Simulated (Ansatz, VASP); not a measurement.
One calculation of CaO, two programs

```
CELL_PARAMETERS angstrom
0.00000 2.48574 2.37553
2.48574 0.00000 2.37553
2.48574 2.48574 0.00000
ATOMIC_POSITIONS crystal
Ca 0.00000 0.00000 0.00000
O 0.50000 0.50000 0.50000
```

Change from the starting cell: strain +0.015 along x and y, -0.030 along z, atoms carried along.

Alike in both runs: task single point; functional LDA; k mesh 8 × 8 × 8; occupations gaussian, width 0.05 eV; no spin polarisation.

```csv
,VASP,Ansatz
version,VASP 6.6.1,Ansatz 0.2.0
potentials or method,"VASP PAW LDA potentials, release 64 (Ca_sv, O)","scalar-relativistic, plane waves, PAW"
plane-wave cutoff (eV),520,420
valence electrons in the cell,16,16
```

VASP gave:

| Item | Value |
| --- | --- |
| gap on the k mesh at the Fermi level (eV) | 3.32 |
| least direct gap on the mesh (eV) | 3.84 |
| pressure (GPa) | -10.7 |
| largest component of the traceless stress (GPa) | 3.36 |

Question: Estimate Ansatz's values.

Answer: gap on the k mesh at the Fermi level (eV): 3.35; least direct gap on the mesh (eV): 3.87; pressure (GPa): -11.3; largest component of the traceless stress (GPa): 3.15.

A k mesh can miss the band edges.
